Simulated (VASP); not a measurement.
Set up this calculation in VASP 6.6.1, as the native input.

```yaml
Task: single point
Functional: PBE
Dispersion: D3(BJ)
Potentials_or_basis: VASP PAW PBE potentials, release 64 (H)
Cutoff: 520 eV
k_mesh: 1 × 1 × 1
Occupations: fermi-dirac, width 0.02 eV
Spin: no spin polarisation
Dipole_correction: no
Further_INCAR_settings: LREAL = Auto; ALGO = Normal; EDIFF = 1e-07; NBANDS = 26
```

The structure of H lies in POSCAR:

```
H
1.0
    6.2144650000      0.0000000000      0.0000000000
    0.0000000000      6.2144650000      0.0000000000
    0.0000000000      0.0000000000      6.2144650000
H
20
Direct
    0.4789149187      0.2471170085      0.6909524794
    0.5310996200      0.2989476970      0.7928437927
    0.9115024383      0.2011436222      0.2217568206
    0.8638555370      0.2386367934      0.1122703242
    0.3141541549      0.0110709450      0.2714312495
    0.4174776107      0.0644142336      0.2639165238
    0.3024395503      0.4985143532      0.2111525288
    0.2702565708      0.4630969842      0.3298433574
   -0.0710761103      0.8144868464      0.1797097578
    0.0069193406      0.8467341919      0.2608430492
    0.8033193525      0.5374557585      0.4320243175
    0.7093128692      0.4810389953      0.3888830334
    0.1129622582      0.5369408308      0.6994326945
    0.0681474592      0.4567086628      0.6295312629
    0.6084031369      0.6519949827      0.9568160735
    0.4916432871      0.6414872399      1.0034653023
    0.2906283968      0.9851853699      0.6564684168
    0.2530547682      0.9125644766      0.7366684019
    0.9171988256      0.9018314529      0.7075267139
    0.8415849152      0.9779763825      0.7637664706
```

The cell was built by a generator and needn't be a form met in nature.

The input as run:

INCAR

```
SYSTEM = H
PREC     = Accurate       ! precision mode
ENCUT    = 520            ! plane-wave cutoff, eV
EDIFF    = 1E-7           ! SCF threshold, eV
ISMEAR   = -1             ! smearing method
SIGMA    = 0.02           ! smearing width, eV
LREAL    = Auto         
LASPH    = .TRUE.         ! aspherical terms in the spheres
NELM     = 80             ! most SCF steps
ALGO     = Normal         ! electronic algorithm
ISIF     = 2              ! what is computed and relaxed
LWAVE    = .FALSE.        ! write WAVECAR
LCHARG   = .FALSE.        ! write CHGCAR
GGA      = PE             ! functional
IVDW     = 12             ! dispersion correction
NBANDS   = 26             ! bands
```

KPOINTS

```
Automatic mesh
0
G
  1 1 1
  0 0 0
```

Potentials or basis: VASP PAW PBE potentials, release 64 (H).

Run with:

```console
$ cat potpaw_PBE.64/H/POTCAR > POTCAR
$ mpirun -np 1 vasp_gam > vasp.out
```

It gave:

The pressure is 0.8 GPa, the largest force is 1.405 eV/Å and the band gap on the k mesh is 8.53 eV, direct. The dispersion energy per atom is -0.019 eV.

Wall time 23 s on 1 thread of Intel(R) Xeon(R) Platinum 8375C CPU @ 2.90GHz (Ice Lake), with other jobs on the host, peak memory 0.28 GiB.
